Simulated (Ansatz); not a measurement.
**How far is this LiF from the hull?**

Theory: DFT PBE, scalar-relativistic, plane waves, PAW in Ansatz 0.2.0. Settings: cutoff 420 eV, Γ-centred meshes spaced at most about 0.3 Å⁻¹ (2π included), Gaussian smearing. No spin polarisation.

Formation energies are uncorrected and refer to the elements' standard structures at the same level (F₂ as a molecule).

All energies are static (0 K, no zero-point motion).

The competitors are the elements and 1 reference phase of this chemical system (from databases or known types: LiF), relaxed at the same level; other known phases may be missing.

The candidate was reached from: 4-connected net, two elements alternating.

```
CELL_PARAMETERS angstrom
-3.09116 3.09116 2.43383
3.09116 -3.09116 2.43383
3.09116 3.09116 -2.43383
ATOMIC_POSITIONS crystal
Li 0.54787 0.04787 0.20752
Li 0.84034 0.34034 0.79248
Li 0.04787 0.84034 0.50000
Li 0.34034 0.54787 0.50000
F 0.65291 0.45888 0.50000
F 0.95888 0.15291 0.50000
F 0.15291 0.65291 0.19404
F 0.45888 0.95888 0.80596
```

Task: Where does it stand against these competitors?

Result: Not the lowest form: another structure of the same formula lies lower. Its formation energy is -2.921 eV/atom. The lowest competing phase at this composition is this:

| phase | space group | source | share of atoms | ΔE_f (eV/atom) |
| --- | --- | --- | --- | --- |
| LiF | P6_3mc (No. 186) | Materials Project | 1.0000 | -2.953 |

The candidate lies 32 meV/atom above this phase. The candidate matches no cell in the subsets of the Crystallography Open Database and the Materials Project at hand. That margin is within the range where metastable phases are often made. Checks: no imaginary mode on a 2×2×2 q mesh. The Crystallography Open Database lists this formula in another space group (No. 225).
